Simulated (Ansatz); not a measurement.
AgCl (Chlorargyrite) in Ansatz: the effect of Hubbard term

AgCl (Chlorargyrite):

```
Ag Cl
1.0
     0.00000    2.73500    2.73500
     2.73500    0.00000    2.73500
     2.73500    2.73500    0.00000
Ag Cl
1 1
Direct
  0.00000 0.00000 0.00000
  0.50000 0.50000 0.50000
```

Alike in all runs:

| Property | Result |
| --- | --- |
| Program | Ansatz 0.2.0 |
| Task | density of states |
| Functional | PBEsol |
| Potentials or basis | all-electron LAPW, scalar-relativistic |
| Cutoff | 217 eV |
| Density cutoff | 868 eV |
| Basis error allowed | 0.001 eV/atom |
| k mesh | 8 × 8 × 8 |
| Occupations | fermi-dirac, width 0.05 eV |
| Spin | no spin polarisation |

One run gave: gap on the mesh 1.15 eV; pressure -0.2 GPa. Which Hubbard term did it use?
A. Ag d U = 4 eV
B. Ag d U = 6 eV
C. Ag d U = 2 eV
D. none
E. Ag d U = 8 eV

C.

```tsv
Hubbard term	gap on the mesh (eV)	pressure (GPa)
none	0.73	-0.7
Ag d U = 2 eV	1.15	-0.2
Ag d U = 4 eV	1.48	0.2
Ag d U = 6 eV	1.74	0.6
Ag d U = 8 eV	1.94	1.0
```

Caveats: U is the effective U less J, on atomic orbitals that reach past the spheres (some runs).

A k mesh can miss the band edges.

A gap of «none» marks a metal or a gap under the smearing width.

Not every run made on this cell is shown here.
